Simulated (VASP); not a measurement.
A run of VASP 6.6.1:

The input INCAR:

```
SYSTEM = V
PREC = Accurate
ENCUT = 520
EDIFF = 1E-6
ISMEAR = 0
SIGMA = 0.15
LREAL = .False.
LASPH = .True.
NELM = 100
ALGO = Fast
ISIF = 2
LWAVE = .False.
LCHARG = .False.
GGA = PE
NBANDS = 20
```

File KPOINTS:

```
regular mesh
0
Gamma
  21 21 10
  0 0 0
```

POSCAR

```
V
1.0
    2.4740793975      0.0000000000      0.0000000000
   -1.2370396987      2.1426156093      0.0000000000
    0.0000000000      0.0000000000      4.8414194000
V
2
Direct
    0.6666666667      0.3333333333      0.7500000000
    0.3333333333      0.6666666667      0.2500000000
```

Potentials or basis: VASP PAW PBE potentials, release 64 (V_sv).

Run with:

```sh
$ cat potpaw_PBE.64/V_sv/POTCAR > POTCAR
$ mpirun -np 1 vasp_std > vasp.out
```

Hardware: 1 thread of Intel(R) Xeon(R) Platinum 8488C (Sapphire Rapids), with other jobs on the host.

**Question.** Estimate the wall time of this run.

**Answer.** It took 74 s on 1 thread of Intel(R) Xeon(R) Platinum 8488C (Sapphire Rapids), on a shared host, peak memory 0.22 GiB. Counts: scf iterations 14, k points 288.
